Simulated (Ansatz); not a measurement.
# SiNi2 (P6_3/mmc) in Ansatz: reference runs, part 2 of 2

Ansatz 0.2.0.

**3. Single point, PBE, collinear spin, ferromagnetic start (atoms moved at random, drawn with an rms of 0.05 Å)**

input.yaml

```yaml
crystal:
  lattice:
    - [3.836, 0.0, 0.0]
    - [-1.918, 3.3220734489, 0.0]
    - [0.0, 0.0, 4.948]
  atoms:
    - { symbol: Ni, position: [0.667168, 0.323203, 0.740989], spin: 1.0 }
    - { symbol: Ni, position: [0.317897, 0.6588, 0.24888], spin: 1.0 }
    - { symbol: Ni, position: [-0.001052, -0.010132, 0.505171], spin: 1.0 }
    - { symbol: Ni, position: [-0.002596, -0.001845, -0.001448], spin: 1.0 }
    - { symbol: Si, position: [0.673852, 0.323182, 0.25008] }
    - { symbol: Si, position: [0.334369, 0.6691, 0.758325] }
hamiltonian:
  xc: pbe
  pseudopotentials: { kind: paw }
magnetization:
  spin_polarized: true
kpoints:
  mp_grid: { grid: [8, 8, 6] }
scf:
  occupations: { method: fermi_dirac, width: 0.05 }
output:
  forces: true
  stress: true
  eigenvalues: true
```

Potentials or basis: Ansatz PAW.

The run is started by

```sh
$ ansatz run input.yaml --threads 2 --pin off --max-ram 5120MiB --backend cpu --events-out ev --progress --plain --runs-dir out
```

The program printed:

```text
Warning: RAYON_NUM_THREADS=2 ignored (pool sized by the plan → 2); use --threads N
Engine: ansatz 0.2.0, aarch64-unknown-linux-gnu
Pseudopotentials: kind: paw
Pseudopotential: Ni, paw, valence charge 18, recommended cutoff 420 eV (normal), Ni.paw.azcp
Pseudopotential: Si, paw, valence charge 4, recommended cutoff 420 eV (normal), Si.paw.azcp
Functional definition: PBE
  parameter kappa = 0.804
  parameter beta = 0.06672455060314922
  exchange = pbe_x(kappa = kappa, mu = beta*pi^2/3)
  correlation = pbe_c(beta = beta)
Crystal: 6 atoms, lattice volume = 63.055 Å³
Basis set: ecut = 420 eV, 1229 PW (Γ), exchange–correlation on 54×54×72 points (8 copies of the dense FFT grid, shifted against one another)
Bands: 51, of which v1, the nominal top of the filled ones, is band 40 counted from 1 (39 counted from 0)
Symmetry: 1 space group operations
Space group: P1 (ITA 1), of the structure as read, at distance tolerance 4.0e-5 Å
Magnetic group: BNS 1.1 (UNI 1), of the structure as read, at distance tolerance 4.0e-5 Å
k-points: 196 of 384 (time reversal used)
Non-local potential: Ni, projectors of the file, l = 0: 3, l = 1: 2, l = 2: 3, l = 3: 1
Non-local potential: Si, projectors of the file, l = 0: 2, l = 1: 2, l = 2: 2
PAW form: soft (Blöchl's): semilocal exchange-correlation on the pseudo side does not see the compensation charge
PAW one-centre angular grid: Ni, 590 points (default); XC on 64 Gauss nodes
PAW one-centre angular grid: Si, 110 points (default); XC on 64 Gauss nodes
Initial density: superposition of atomic densities (chi_scale 0.1, normalization cell)
Starting moments: Σ|m| = 4 μB on 4 of 6 sites
Initial wavefunctions: pseudopotential atomic-orbital guess
Functional: x = pbe(κ = 0.804, μ = 0.2195149727645171), c = pbe(β = 0.06672455060314922)
[... 31 lines left out ...]
E sigma→0 (E₀):  -24633.284653 eV
Entropy (-TS):   -0.032411 eV (-5.402 meV/atom)
Fermi energy:    18.025379 eV
--- Per-component energies (eV) ---
  E_band       = -1086.460429
  E_kinetic    = 1234.089504
  E_local      = -15719.512658  (includes V_loc(G=0)·N_el)
  E_nonlocal   = 2597.846552
  E_hartree    = 6732.109802
  E_xc         = -458.358031
  E_vxc        = -542.902404  (∫ρ·V_xc dr)
  E_paw        = -7552.007685  (= ΣΔE_a)
  E_vpaw       = -2120.198273  (= ΣTr[D̂ρ^β])
  E_aug_tail   = 0.002055  (compensation charges beyond the density's cutoff)
  E_ewald      = -11467.437985
  E_smearing   = -0.032411  (= −TS)
  E_closure    = -0.000000  (closes the sum)
  Σ components = -24633.300858   (vs F -24633.300858, Δ=0.00e0)
--- Forces (eV/Å), atoms counted from 1 ---
  atom   1  Ni    -0.26840696     0.52521449     0.23218922
  atom   2  Ni     1.17296340     0.05377762     0.13281947
  atom   3  Ni    -0.09383773     0.05046917    -0.46431511
  atom   4  Ni     0.02979442    -0.09882151     0.21272904
  atom   5  Si    -1.10451454     0.01856103    -0.01655214
  atom   6  Si     0.26400133    -0.54920109    -0.09687042
  max |Σ_I F_I| component: 2.78e-7 eV/Å
--- Stress (GPa, compression-positive) ---
       12.725723       1.918804      -0.001549
        1.918804      14.873995      -0.019175
       -0.001549      -0.019175       8.407546
  P = ⅓ Tr σ = 12.0024 GPa (120.024 kbar)
--- Band table (eV; the first three rows and the last of 392) ---
  k-point 0 ↑: bands = ["-85.5998", "-85.5930", "-85.3629", "-85.3121", "-46.1213", "-46.0918", "-46.0501", "-46.0383", "-45.9142", "-45.9110", "-45.8400", "-45.7782", "-45.7473", "-45.7266", "-45.7008", "-45.6926", "5.0893", "9.5505", "11.2691", "12.7032", "12.7343", "13.8733", "13.9156", "13.9895", "14.0350", "14.1487", "14.6453", "14.6893", "15.8874", "15.9387", "16.1004", "16.5062", "16.5663", "16.6192", "16.6471", "16.7095", "17.3360", "17.4161", "18.1094", "20.6731", "20.8739", "20.9232", "21.0157", "21.1149", "21.3979", "22.1960", "22.5489", "23.8827", "26.3301", "26.5203", "27.2685"]
  k-point 1 ↑: bands = ["-85.5998", "-85.5930", "-85.3627", "-85.3123", "-46.1213", "-46.0917", "-46.0499", "-46.0385", "-45.9143", "-45.9114", "-45.8318", "-45.7781", "-45.7473", "-45.7275", "-45.7078", "-45.6928", "5.2573", "8.7891", "11.9282", "12.7416", "12.7700", "13.6295", "13.6473", "14.0096", "14.2740", "14.3383", "14.6380", "14.6763", "15.9972", "16.0392", "16.0550", "16.5049", "16.5628", "16.6190", "16.6439", "16.7572", "17.2506", "17.3257", "18.3764", "20.8004", "20.9185", "20.9713", "21.0934", "21.1686", "21.2321", "22.0323", "22.3518", "24.1303", "25.0302", "25.2250", "27.5861"]
  k-point 2 ↑: bands = ["-85.5998", "-85.5931", "-85.3624", "-85.3126", "-46.1213", "-46.0917", "-46.0493", "-46.0390", "-45.9142", "-45.9121", "-45.8114", "-45.7772", "-45.7472", "-45.7361", "-45.7200", "-45.6930", "5.7538", "7.6106", "12.8150", "12.8638", "12.8944", "13.3202", "13.3305", "13.9449", "14.4738", "14.5215", "14.6249", "14.6553", "16.0156", "16.2768", "16.3044", "16.4986", "16.5517", "16.5878", "16.6370", "16.6469", "17.0155", "17.0794", "19.3577", "20.6518", "21.0297", "21.1102", "21.2928", "21.4503", "21.5879", "21.8073", "21.9558", "23.5184", "23.7836", "24.0609", "25.9665"]
  k-point 195 ↓: bands = ["-85.5994", "-85.5927", "-85.3625", "-85.3131", "-46.1226", "-46.0933", "-46.0508", "-46.0407", "-45.9190", "-45.9176", "-45.7946", "-45.7703", "-45.7496", "-45.7458", "-45.7193", "-45.6919", "8.6111", "8.6770", "10.5408", "10.6345", "13.4634", "13.5141", "13.8636", "13.9569", "14.6131", "14.7236", "14.8547", "14.9600", "15.4599", "15.4949", "15.5440", "15.6148", "16.2275", "16.2459", "16.3055", "16.3567", "16.6385", "16.6962", "17.0834", "17.1488", "18.9800", "19.0258", "20.9904", "21.1101", "23.6220", "23.7310", "24.3807", "24.4067", "28.4335", "28.5212", "29.5276"]
```

Wall time 1.9 min (2 threads of Arm Neoverse V2, shared host); peak memory 1 GiB.

Results:

```
Free energy            : -24633.3009 eV
Pressure               : 12.0 GPa
Largest force          : 1.182 eV/Å
Band gap on the k mesh : none (metal or under the smearing width)
Net moment             : 0.00 μB per cell
Absolute moment        : 0.00 μB per cell
```

Forces in eV/Å, atoms in the order of the input:
```
Ni  -0.268  0.525  0.232
Ni   1.173  0.054  0.133
Ni  -0.094  0.050 -0.464
Ni   0.030 -0.099  0.213
Si  -1.105  0.019 -0.017
Si   0.264 -0.549 -0.097
```

Stress tensor (GPa, compression positive):
```
12.73  1.92  0.00
 1.92 14.87 -0.02
 0.00 -0.02  8.41
```

Levels at points of the mesh, in eV from the Fermi level:
Spin up:
```csv
k point,band 37,band 38,band 39,band 40,band 41,band 42,band 43,band 44
"(0.00, 0.00, 0.00)",-0.69,-0.61,0.08,2.65,2.85,2.90,2.99,3.09
"(0.00, 0.00, -0.50)",-1.28,-1.24,2.16,2.30,3.18,3.33,3.51,3.59
"(0.00, -0.50, 0.00)",-1.42,-1.24,-1.05,-0.71,-0.60,1.19,1.85,3.14
"(0.00, -0.50, -0.50)",-1.32,-1.27,-1.01,-0.94,0.94,1.01,3.01,3.13
"(-0.50, 0.00, 0.00)",-1.42,-1.25,-0.98,-0.69,-0.62,1.15,1.82,3.15
"(-0.50, 0.00, -0.50)",-1.32,-1.26,-1.01,-0.95,0.97,0.99,3.00,3.13
"(-0.50, -0.50, 0.00)",-1.46,-1.29,-1.11,-0.75,-0.57,1.29,2.00,3.07
"(-0.50, -0.50, -0.50)",-1.39,-1.33,-0.94,-0.88,0.95,1.00,2.96,3.08
```
Spin down:
```
              k point  band 36  band 37  band 38  band 39  band 40  band 41  band 42  band 43  band 44  band 45
   (0.00, 0.00, 0.00)    -1.32    -0.69    -0.61     0.08     2.65     2.85     2.90     2.99     3.09     3.37
  (0.00, 0.00, -0.50)    -1.30    -1.28    -1.24     2.16     2.30     3.18     3.33     3.51     3.59     4.08
  (0.00, -0.50, 0.00)    -1.55    -1.42    -1.24    -1.05    -0.71    -0.60     1.19     1.85     3.14     3.80
 (0.00, -0.50, -0.50)    -1.72    -1.32    -1.27    -1.01    -0.94     0.94     1.01     3.01     3.13     5.58
  (-0.50, 0.00, 0.00)    -1.59    -1.42    -1.25    -0.98    -0.69    -0.62     1.15     1.82     3.15     3.79
 (-0.50, 0.00, -0.50)    -1.75    -1.32    -1.26    -1.01    -0.95     0.97     0.99     3.00     3.13     5.54
 (-0.50, -0.50, 0.00)    -1.53    -1.46    -1.29    -1.11    -0.75    -0.57     1.29     2.00     3.07     3.77
(-0.50, -0.50, -0.50)    -1.67    -1.39    -1.33    -0.94    -0.88     0.95     1.00     2.96     3.08     5.60
```

Caveat: the starting moments weren't kept.
